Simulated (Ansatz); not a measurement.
# C4H10O: the cost of one run

Program: Ansatz 0.2.0. Level of theory: the levels named in each step. These are calculated values, not measurements.

### Step 1. The structure to begin with

Bond lengths: C1–C2 1.521 Å, C2–O3 1.412 Å, O3–C4 1.407 Å, C4–C5 1.528 Å, C1–H6 1.086 Å, C1–H7 1.086 Å, C1–H8 1.086 Å, C2–H9 1.102 Å, C2–H10 1.100 Å, C4–H11 1.093 Å, C4–H12 1.102 Å, C5–H13 1.086 Å, C5–H14 1.087 Å, C5–H15 1.087 Å. Angles (14 of 25 angles, heavy atoms first): C1–C2–O3 108.3°, C2–O3–C4 115.0°, O3–C4–C5 114.2°, C1–C2–H9 110.3°, C1–C2–H10 109.8°, O3–C2–H9 109.7°, O3–C2–H10 110.7°, C2–C1–H6 109.8°, C2–C1–H7 109.8°, C2–C1–H8 110.1°, O3–C4–H11 104.6°, O3–C4–H12 109.9°, C5–C4–H11 109.6°, C5–C4–H12 109.7°.

Coordinates:

```xyz
15

C     2.2980    0.1002   -0.4761
C     0.7977    0.3018   -0.6209
O     0.1829   -0.0575    0.5979
C    -1.1837    0.2646    0.6923
C    -2.0928   -0.6047   -0.1759
H     2.5112   -0.9463   -0.2775
H     2.6706    0.6916    0.3557
H     2.8046    0.4029   -1.3883
H     0.5740    1.3560   -0.8532
H     0.4167   -0.3172   -1.4466
H    -1.4302    0.1146    1.7470
H    -1.3377    1.3270    0.4431
H    -3.1312   -0.4024    0.0710
H    -1.9431   -0.3972   -1.2327
H    -1.8837   -1.6554    0.0090
```

### Step 2. A rough first relaxation, PBE-D4/def2-SVP

This run stands in another session on the same molecule. It ended at:

```xyz
15

C     2.3033    0.0974   -0.4823
C     0.8059    0.3215   -0.6104
O     0.1886   -0.0600    0.6045
C    -1.1872    0.2576    0.6964
C    -2.0961   -0.6163   -0.1692
H     2.5198   -0.9702   -0.2765
H     2.7156    0.6967    0.3543
H     2.8256    0.3868   -1.4162
H     0.5881    1.3985   -0.8331
H     0.4054   -0.2647   -1.4750
H    -1.4515    0.1250    1.7670
H    -1.3527    1.3385    0.4513
H    -3.1619   -0.3915    0.0410
H    -1.9307   -0.4514   -1.2534
H    -1.9188   -1.6898    0.0465
```

### Step 3. Relaxation, PBE0-D4/def2-TZVPP

Input file input.yaml:

```yaml
crystal:
  periodic: [false, false, false]
  atoms:
    - { symbol: C, position_ang: [2.30330002, 0.09744378, -0.48226847] }
    - { symbol: C, position_ang: [0.80594717, 0.32150655, -0.61042987] }
    - { symbol: O, position_ang: [0.18861009, -0.05998202, 0.60454956] }
    - { symbol: C, position_ang: [-1.18720646, 0.25758971, 0.69638882] }
    - { symbol: C, position_ang: [-2.09605096, -0.61632259, -0.16920624] }
    - { symbol: H, position_ang: [2.5197681, -0.97018208, -0.27647379] }
    - { symbol: H, position_ang: [2.71556775, 0.69669825, 0.35428274] }
    - { symbol: H, position_ang: [2.82557622, 0.38678477, -1.4161897] }
    - { symbol: H, position_ang: [0.58814158, 1.39846054, -0.83311063] }
    - { symbol: H, position_ang: [0.40537917, -0.26465451, -1.47504457] }
    - { symbol: H, position_ang: [-1.45151525, 0.12497432, 1.76704884] }
    - { symbol: H, position_ang: [-1.35271246, 1.33847727, 0.4513254] }
    - { symbol: H, position_ang: [-3.16194348, -0.39150545, 0.04097059] }
    - { symbol: H, position_ang: [-1.93072098, -0.45144962, -1.25344647] }
    - { symbol: H, position_ang: [-1.91880052, -1.68983892, 0.04647379] }
basis:
  gaussian: { orbitals: def2-TZVPP }
hamiltonian:
  xc: pbe0
  dispersion: d4
relax:
  f_tol: 0.004
  max_steps: 150
```

The run is started by

```
$ ansatz run input.yaml --threads 4 --pin off --max-ram 10240MiB --backend cpu --events-out ev --progress --plain --runs-dir out
```

Q: Estimate wall time and peak memory on 4 threads of Intel Xeon at 2.50GHz (Skylake/Cascade Lake), shared host.

About 1.7 min, with a peak of 0.92 GiB.
